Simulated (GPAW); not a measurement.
# CaSe (Fm-3m) in GPAW: further runs, part 2 of 2

GPAW 26.7.0. The steps go on from the part before.

**3. Single point, LDA**

Input file run.py:

```python
from ase import Atoms
from ase.dft.bandgap import bandgap
from ase.io import write
from ase.units import GPa
from gpaw import GPAW, PW

atoms = Atoms(['Se', 'Ca'],
              cell=[[0.0, 2.956, 2.956],
                    [2.956, 0.0, 2.956],
                    [2.956, 2.956, 0.0]],
              scaled_positions=[[0.5, 0.5, 0.5],
                                [0.0, 0.0, 0.0]],
              pbc=True)

calc = GPAW(mode=PW(450),
            xc='LDA',
            kpts={'size': (6, 6, 6), 'gamma': True},
            occupations={'name': 'fermi-dirac', 'width': 0.05},
            nbands=16,
            maxiter=120,
            txt='gpaw.txt')
atoms.calc = calc
energy = atoms.get_potential_energy()
forces = atoms.get_forces()
stress = atoms.get_stress()
calc.write('gs.gpw')
write('result.traj', atoms)
print(f'Energy: {energy:.6f} eV')
print('Forces (eV/A):')
print(forces.round(4))
print('Stress (GPa):', (stress / GPa).round(3))
print('Fermi level:', round(calc.get_fermi_level(), 4), 'eV')
print(f'Gap: {bandgap(calc)[0]:.4f} eV, direct: {bandgap(calc, direct=True)[0]:.4f} eV')
```

Potentials or basis: the program's PAW data sets (release 1.2.1) made for this functional, pw.

On the command line:

```bash
OMP_NUM_THREADS=1 python run.py
```

gpaw.txt:

```text
__  _  _
 | _ |_)|_||  |
 |__||  | ||/\| - 26.7.0

Input parameters:
  mode=PW(ecut=450.00000000000006),
  kpts=MonkhorstPack(size=(6, 6, 6), gamma=True),
  maxiter=120,
  nbands=16,
  occupations=Occupations(name='fermi-dirac', width=0.05),
  xc=XC(name='LDA')

Diagonalizing LCAO Hamiltonian
Converting LCAO to pw mode

                Se

       Ca

Atoms  # Å, Bohr magnetons
|   | symbol |        x |        y |        z |    initial magnetic moments |
|---|--------|----------|----------|----------|-----------------------------|
| 0 |     Se | 2.956000 | 2.956000 | 2.956000 | ( 0.0000,  0.0000,  0.0000) |
| 1 |     Ca | 0.000000 | 0.000000 | 0.000000 | ( 0.0000,  0.0000,  0.0000) |

Unit cell  # Å
| periodic |        x |        y |        z |  lengths |    angles |
|----------|----------|----------|----------|----------|-----------|
|      yes | 0.000000 | 2.956000 | 2.956000 | 4.180415 | 60.000000 |
|      yes | 2.956000 | 0.000000 | 2.956000 | 4.180415 | 60.000000 |
|      yes | 2.956000 | 2.956000 | 0.000000 | 4.180415 | 60.000000 |

Number of symmetries: 48
Symmetry operations  # r_c * U_cc + t_c -> r_c
|    | kind |            matrix            |
|----|------|------------------------------|
|  0 |  σ   |  1, 0, 0,  1, 0,-1,  1,-1, 0 |
|  1 |  C2  |  1, 0, 0,  1,-1, 0,  1, 0,-1 |
|  2 |  E   |  1, 0, 0,  0, 1, 0,  0, 0, 1 |
|  3 |  σ   |  1, 0, 0,  0, 0, 1,  0, 1, 0 |
|  4 |  C4  |  1, 0,-1,  1, 0, 0,  1,-1, 0 |
|  5 |  S6  |  1, 0,-1,  1,-1, 0,  1, 0, 0 |
|  6 |  σ   |  1, 0,-1,  0, 1,-1,  0, 0,-1 |
|  7 |  C3  |  1, 0,-1,  0, 0,-1,  0, 1,-1 |
|  8 |  S6  |  1,-1, 0,  1, 0, 0,  1, 0,-1 |
|  9 |  C4  |  1,-1, 0,  1, 0,-1,  1, 0, 0 |
| 10 |  C3  |  1,-1, 0,  0,-1, 1,  0,-1, 0 |
| 11 |  σ   |  1,-1, 0,  0,-1, 0,  0,-1, 1 |
| 12 |  σ   |  0, 1, 0,  1, 0, 0,  0, 0, 1 |
| 13 |  C4  |  0, 1, 0,  0, 1,-1, -1, 1, 0 |
| 14 |  C3  |  0, 1, 0,  0, 0, 1,  1, 0, 0 |
| 15 |  S6  |  0, 1, 0, -1, 1, 0,  0, 1,-1 |
| 16 |  C2  |  0, 1,-1,  1, 0,-1,  0, 0,-1 |
| 17 |  σ   |  0, 1,-1,  0, 1, 0, -1, 1, 0 |
| 18 |  S4  |  0, 1,-1,  0, 0,-1,  1, 0,-1 |
| 19 |  C4  |  0, 1,-1, -1, 1, 0,  0, 1, 0 |
| 20 |  C3  |  0, 0, 1,  1, 0, 0,  0, 1, 0 |
| 21 |  σ   |  0, 0, 1,  0, 1, 0,  1, 0, 0 |
| 22 |  S6  |  0, 0, 1,  0,-1, 1, -1, 0, 1 |
| 23 |  C4  |  0, 0, 1, -1, 0, 1,  0,-1, 1 |
| 24 |  S4  |  0, 0,-1,  1, 0,-1,  0, 1,-1 |
| 25 |  C3  |  0, 0,-1,  0, 1,-1,  1, 0,-1 |
| 26 |  C2  |  0, 0,-1,  0,-1, 0, -1, 0, 0 |
| 27 |  S6  |  0, 0,-1, -1, 0, 0,  0,-1, 0 |
| 28 |  S4  |  0,-1, 1,  1,-1, 0,  0,-1, 0 |
| 29 |  C4  |  0,-1, 1,  0, 0, 1, -1, 0, 1 |
| 30 |  C2  |  0,-1, 1,  0,-1, 0,  1,-1, 0 |
| 31 |  σ   |  0,-1, 1, -1, 0, 1,  0, 0, 1 |
| 32 |  C3  |  0,-1, 0,  1,-1, 0,  0,-1, 1 |
| 33 |  S6  |  0,-1, 0,  0, 0,-1, -1, 0, 0 |
| 34 |  S4  |  0,-1, 0,  0,-1, 1,  1,-1, 0 |
| 35 |  C2  |  0,-1, 0, -1, 0, 0,  0, 0,-1 |
| 36 |  C2  | -1, 1, 0,  0, 1, 0,  0, 1,-1 |
| 37 |  S6  | -1, 1, 0,  0, 1,-1,  0, 1, 0 |
| 38 |  S4  | -1, 1, 0, -1, 0, 1, -1, 0, 0 |
| 39 |  C3  | -1, 1, 0, -1, 0, 0, -1, 0, 1 |
| 40 |  S6  | -1, 0, 1,  0, 0, 1,  0,-1, 1 |
| 41 |  C2  | -1, 0, 1,  0,-1, 1,  0, 0, 1 |
| 42 |  C3  | -1, 0, 1, -1, 1, 0, -1, 0, 0 |
| 43 |  S4  | -1, 0, 1, -1, 0, 0, -1, 1, 0 |
| 44 |  C2  | -1, 0, 0,  0, 0,-1,  0,-1, 0 |
| 45 |  i   | -1, 0, 0,  0,-1, 0,  0, 0,-1 |
| 46 |  σ   | -1, 0, 0, -1, 1, 0, -1, 0, 1 |
| 47 |  C2  | -1, 0, 0, -1, 0, 1, -1, 1, 0 |

BZ-sampling:
  Number of BZ points: 216
  Number of IBZ points: 16

  Monkhorst-Pack size: [6, 6, 6]
  Monkhorst-Pack shift: [0.08333333333333333, 0.08333333333333333, 0.08333333333333333]

K-points  # in reciprocal-cell coordinates
|     |                                coordinates |     weight |
|-----|--------------------------------------------|------------|
|   0 | (  0.00000000,   0.00000000,   0.00000000) | 0.00462963 |
|   1 | (  0.16666667,   0.16666667,   0.00000000) | 0.02777778 |
|   2 | (  0.16666667,   0.16666667,   0.16666667) | 0.03703704 |
|   3 | (  0.33333333,   0.16666667,   0.16666667) | 0.05555556 |
|   4 | (  0.33333333,   0.33333333,  -0.33333333) | 0.05555556 |
|   5 | (  0.33333333,   0.33333333,   0.00000000) | 0.02777778 |
|   6 | (  0.33333333,   0.33333333,   0.16666667) | 0.11111111 |
|   7 | (  0.33333333,   0.33333333,   0.33333333) | 0.03703704 |
|   8 | (  0.50000000,   0.33333333,  -0.33333333) | 0.11111111 |
|   9 | (  0.50000000,   0.33333333,  -0.16666667) | 0.05555556 |
| ... |                                            |            |
|  15 | (  0.50000000,   0.50000000,   0.50000000) | 0.01851852 |

Plane wave coefficients: 1139
Cutoff: 450.00000000000006 eV

Spin-components: 1 (collinear spins)
Bands:           16
Projectors:      10
Spin-degeneracy: 2
Datatype:        complex128

Parallelization:
  kpt:    1
  domain: 1
  band:   1

Density:
  Valence electrons: 16.0
  Components: 1
  Grid points: [21 21 21]
  Charge: 0.0  # |e|

Potential:
  Grid points: [21 21 21]

species:
  Se:
    name:    Selenium
    Z:       34.0
    valence: 6
    core:    28
    charge:  0.0  # [|e|]
    compensation charges:
      type: gauss
      rc: 0.27  # [Å]
      lmax: 2
    cutoffs:
      filter: 1.77  # [Å]
      core: 2.67  # [Å]
    projectors
    | kind |    occ | energy [eV] | rcut [Å] |
    |------|--------|-------------|----------|
    |   4s |  2.000 |     -17.472 |    0.847 |
    |   4p |  4.000 |      -6.656 |    1.005 |
    |    s |        |       9.739 |    0.847 |
    |    p |        |      20.555 |    1.005 |
    |    d |        |       0.000 |    0.847 |

    Using partial waves for Se as LCAO basis

  Ca:
    name:    Calcium
    Z:       20.0
    valence: 10
    core:    10
    charge:  0.0  # [|e|]
    compensation charges:
      type: gauss
      rc: 0.37  # [Å]
      lmax: 2
    cutoffs:
      filter: 2.10  # [Å]
      core: 1.17  # [Å]
    projectors
    | kind |    occ | energy [eV] | rcut [Å] |
    |------|--------|-------------|----------|
    |   3s |  2.000 |     -46.826 |    1.175 |
    |   4s |  2.000 |      -3.864 |    1.175 |
    |   3p |  6.000 |     -27.986 |    1.154 |
    |    p |        |      -0.774 |    1.154 |
    |    d |        |       0.000 |    0.937 |

    Using partial waves for Ca as LCAO basis

Reference energy: -84483.586495  # eV

eigensolver:
  PPCG
  Converge bands: occupied
  niter=2

density mixing:
  MSR1-Mixer
  Pratt-step length: 0.05
  Maximum mixing coefficient: 0.75
  Old densities: 10
  SVD Regularization: 0.005
  Good broyden scale: 1.0
  Trust region scale: 1.0
  Backstep threshold: 4.0
  History deletion threshold: 6.0
  Fourier metric: weight=20.0, sigma=0.015

occupation numbers:
  Fermi-Dirac:
    width: 0.0500  # eV

poisson solver:
  ecut: 3600.0000000000005  # eV

xc functional:
  name: None

convergence criteria:
- Maximum [total energy] change in last 3 cyles: 0.0005 eV / valence electron
- Maximum integral of absolute [dens]ity change: 0.0001 electrons / valence electron
- Maximum integral of absolute [eigenst]ate change: 4e-08 eV^2 / valence electron
maximum number of iterations: 120

SCF iterations
|iter     | |      energy | eigst |  dens |
|---------|-|-------------|-------|-------|
|iter:   1| |  -10.691987 | +0.15 |       |
|iter:   2| |  -10.727381 | -1.51 | -1.20 |
|iter:   3| |  -10.661665 | -2.50 | -1.24 |
|iter:   4| |  -10.653929 | -3.59 | -1.59 |
|iter:   5| |  -10.647698 | -3.55 | -1.86 |
|iter:   6| |  -10.647609c| -5.35 | -2.68 |
|iter:   7| |  -10.647596c| -6.27 | -3.11 |
|iter:   8| |  -10.647596c| -7.57c| -4.12c|

Converged in 8 steps
Energy contributions relative to reference atoms: (reference = -84483.586495)

Energy contributions:
  Kinetic:          11.115146
  Coulomb:          -8.980335
  Zero:             -0.635057
  External:          0.000000
  Xc:              -12.147350
  Entropy:          -0.000000
  Spinorbit:         0.000000
  ----------------------------
  Free energy:     -10.647596
  Extrapolated:    -10.647596

dipole moment: (-19.577143, -19.577143, -19.577143)  # |e|*Ang

Fermi level: 5.192
Eigenvalues  # (at kpt = [0.000, 0.000, 0.000])
| band index |      eig [eV] | occ [0-2] |
|------------|---------------|-----------|
|          0 |       -35.110 |     2.000 |
|          1 |       -16.378 |     2.000 |
|          2 |       -16.378 |     2.000 |
|          3 |       -16.378 |     2.000 |
|          4 |        -7.617 |     2.000 |
|          5 |         4.240 |     2.000 |
[... 8 lines left out ...]
|         14 |        13.818 |     0.000 |
|         15 |        16.557 |     0.000 |

Gap: 1.891 eV
Transition (v -> c):
  (s=0, k=0, n=7, [0.00, 0.00, 0.00]) -> (s=0, k=12, n=8, [0.50, 0.50, 0.00])
Direct/indirect transitions are different
Direct gap: 2.837 eV
Transition at: (s=0, k=12, n=7, [0.50, 0.50, 0.00])

Forces  # eV/Ang
|       x |        y |        z |
|---------|----------|----------|
| 0.00000 |  0.00000 |  0.00000 |  # Se   0
| 0.00000 | -0.00000 | -0.00000 |  # Ca   1

Stress tensor  # eV/Ang^3
|        x |         y |         z |
|----------|-----------|-----------|
| 0.019183 |  0.000000 |  0.000000 |
| 0.000000 |  0.019183 | -0.000000 |
| 0.000000 | -0.000000 |  0.019183 |

# Writing to gs.gpw (mode='')
```

Run time: 4.4 s. Hardware: 1 thread of AMD EPYC 9R45 (Zen 5), shared host; peak memory 0.14 GiB.

Results:

- Free energy: -10.6476 eV
- Pressure: -3.1 GPa
- Band gap on the k mesh: 1.89 eV, indirect (least direct gap 2.84 eV)

Caveat: the cutoff is short for stress and forces, so pressures can be off by a GPa or more.

**4. How close it comes**

Step 2. Against the measured gap of CaSe, 3.85 eV (indirect; 2 K; a printed reference work, monograph, original work of 1988), the calculated 3.00 eV is off by -0.85 eV. Spin-orbit coupling on Se is left out. The value is that of HSE06 on a finite k mesh, which can miss the band edges, without temperature or zero-point motion.

Step 3. Measured gap of CaSe: 3.85 eV (indirect; 2 K; a printed reference work, monograph, original work of 1988). This calculation gives 1.89 eV (-1.96 eV). So large a miss can be the level of theory's own, or it may mean another phase, state or a wrong row. Spin-orbit coupling on Se is left out. The value is that of LDA on a finite k mesh, which can miss the band edges, without temperature or zero-point motion. Semilocal functionals fall short of measured gaps as a rule.
